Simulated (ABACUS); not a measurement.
## MgO under changes of volume

One of the cells (9.221 Å³/atom); the others are scaled copies at fixed shape and fractional positions:

```
CELL_PARAMETERS angstrom
0.00000 2.09700 2.09700
2.09700 0.00000 2.09700
2.09700 2.09700 0.00000
ATOMIC_POSITIONS crystal
Mg 0.00000 0.00000 0.00000
O 0.50000 0.50000 0.50000
```

The cell is a database's computed one.

```yaml
Program: ABACUS 3.10.1
Functional: PBE
Potentials_or_basis: PseudoDojo NC SR 0.4.1 PBE standard
Cutoff: 1361 eV
Density_cutoff: 5442 eV
Basis: DZP LCAO (the cutoffs set its grid)
k_mesh: 11 × 11 × 11
Occupations: fermi-dirac, width 0.05 eV
Spin: no spin polarisation
```

```tsv
volume (Å³/atom)	energy over the lowest point (meV/atom)	pressure (GPa)	gap on the mesh (eV)
8.668	?	?	?
8.853	36.54	15.6	5.29
9.037	21.05	11.5	5.07
9.221	9.98	7.7	4.86
9.406	3.11	4.3	4.67
9.590	0.00	1.2	4.48
9.775	0.22	-1.6	4.31
```

**Question.** What does the run at 8.668 Å³/atom give?

**Answer.** Energy over the lowest point 57.14 meV/atom; pressure 20.2 GPa; gap on the mesh 5.52 eV.

Worked out: A Birch-Murnaghan fit of order 3 (a polynomial in V^(-2/3)) to the other rows has its minimum at 9.67 Å³/atom with B0 = V·E''(V) = 148 GPa and B' = 4.1. It gives 57.24 meV/atom at 8.668 Å³/atom, against the run's 57.14, and -dE/dV = 20.3 GPa, against 20.2. A straight line through the other rows of the gap, of slope -9.9 eV per unit of ln V (its deformation potential), extrapolates to 5.49 eV, against the run's 5.52.

Energies are extrapolated to zero smearing.

Caveats: the atomic orbitals were generated for these runs and aren't a published set; the basis of atomic orbitals isn't converged, which shifts pressures, moduli and gaps.
